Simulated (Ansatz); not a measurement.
# Eu (fcc type): the cost of one run

Computed with Ansatz 0.2.0 (DFT PBE, with the methods named in each step, unless a step's input says otherwise).

4 further runs of the same task are left out: 4 that didn't finish.

## Step 1: Starting point

Symmetry: Fm-3m, No. 225, cubic system. The conventional cell has a = 5.528 Å, b = 5.528 Å, c = 5.528 Å, α = 90.00°, β = 90.00°, γ = 90.00°. Around Eu (site symmetry m-3m) lie 12 Eu at 3.91 Å.

Structure file:

```cif
data_structure
_symmetry_space_group_name_H-M 'P 1'
_symmetry_Int_Tables_number 1
_cell_length_a 3.9092
_cell_length_b 3.9092
_cell_length_c 3.9092
_cell_angle_alpha 60.000
_cell_angle_beta 60.000
_cell_angle_gamma 60.000
_cell_volume 42.24
loop_
_atom_site_label
_atom_site_type_symbol
_atom_site_fract_x
_atom_site_fract_y
_atom_site_fract_z
_atom_site_occupancy
Eu1 Eu 0.00000 0.00000 0.00000 1
```

Whether this phase is the stable one at these pressures isn't tested.

## Step 2: Cell relaxed at zero pressure, PAW

Input file input.yaml:

```yaml
crystal:
  lattice:
    - [0.0, 2.7642129177, 2.7642129177]
    - [2.7642129177, 0.0, 2.7642129177]
    - [2.7642129177, 2.7642129177, 0.0]
  atoms:
    - { symbol: Eu, position: [0.0, 0.0, 0.0], spin: 7.0 }
magnetization:
  spin_polarized: true
kpoints:
  mp_grid: { grid: [12, 12, 12] }
scf:
  occupations: { method: fermi_dirac, width: 0.08 }
hamiltonian:
  xc: pbe
  pseudopotentials: { kind: paw }
output:
  forces: true
  stress: true
  write_density: true
  write_potential: true
  elf: true
  volumetric_format: npy
relax:
  f_tol: 0.005
  max_steps: 40
  cell: {}
```

Started as:

```console
ansatz run input.yaml --threads 1 --pin off --max-ram 3072MiB --backend cpu --events-out ev --progress --plain --runs-dir out
```

Q: Estimate wall time and peak memory on 1 thread of Arm Neoverse V1, shared host.

About 29 s, with a peak of 0.38 GiB.
